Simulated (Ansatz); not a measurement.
Hg (hcp)

Level of theory: DFT, PBE with spin–orbit coupling, two-component spinors; plane waves to 420 eV with PAW datasets (Ansatz 0.2.0), 14×14×8 k-mesh, Gaussian smearing of 0.05 eV; PAW files: Ansatz's generated set soft_2.

```
Hg
1.0
     3.53590    0.00000    0.00000
    -1.76795    3.06218    0.00000
     0.00000    0.00000    5.39833
Hg
2
Cartesian
  0.0000 2.0415 4.0487
  1.7679 1.0207 1.3496
```

At room temperature Hg is liquid, and it freezes in another structure.

The pressure at this geometry is -0.1 GPa.

Problem. Which orbitals carry the states at the Fermi level, and how many states are there?

Solution. Within 0.1 eV of it: Hg 6s 98 % (shares among the projected shells). The density of states at the Fermi level is about 0.14 states/eV per cell, averaged over 0.3 eV.

Density of states (tetrahedra, averaged over 0.3 eV; states/eV per cell of 2 atoms; energy in eV from the Fermi level; projections on Löwdin-orthogonalised atomic orbitals, summed over sites):

| E | total | Hg 5d | Hg 6s |
| --- | --- | --- | --- |
| -5.80 | 0.7 | 0.2 | 0.5 |
| -5.50 | 6.2 | 5.3 | 0.8 |
| -5.20 | 17.0 | 16.5 | 0.5 |
| -4.90 | 11.2 | 10.9 | 0.2 |
| -4.60 | 5.9 | 5.6 | 0.2 |
| -4.30 | 0.6 | 0.3 | 0.3 |
| -4.00 | 0.6 | 0.2 | 0.4 |
| -3.70 | 0.6 | 0.2 | 0.4 |
| -3.40 | 0.6 | 0.1 | 0.5 |
| -3.10 | 0.7 | 0.1 | 0.5 |
| -2.80 | 0.7 | 0.1 | 0.5 |
| -2.50 | 0.8 | 0.1 | 0.6 |
| -2.20 | 0.8 | 0.1 | 0.7 |
| -1.90 | 0.8 | 0.1 | 0.6 |
| -1.60 | 0.7 | 0.1 | 0.6 |
| -1.30 | 0.9 | 0.1 | 0.7 |
| -1.00 | 1.2 | 0.1 | 1.0 |
| -0.70 | 1.4 | 0.1 | 1.2 |
| -0.40 | 0.8 | 0.0 | 0.7 |
| -0.10 | 0.3 | 0.0 | 0.3 |
| 0.20 | 0.1 | 0.0 | 0.0 |
| 0.50 | 0.3 | 0.0 | 0.0 |
| 0.80 | 0.4 | 0.0 | 0.0 |
| 1.10 | 0.6 | 0.0 | 0.0 |
| 1.40 | 0.8 | 0.0 | 0.1 |
| 1.70 | 1.2 | 0.0 | 0.1 |
| 2.00 | 1.2 | 0.0 | 0.1 |
| 2.30 | 1.1 | 0.0 | 0.1 |
| 2.60 | 0.8 | 0.0 | 0.1 |
| 2.90 | 0.7 | 0.0 | 0.0 |
| 3.20 | 0.9 | 0.0 | 0.0 |
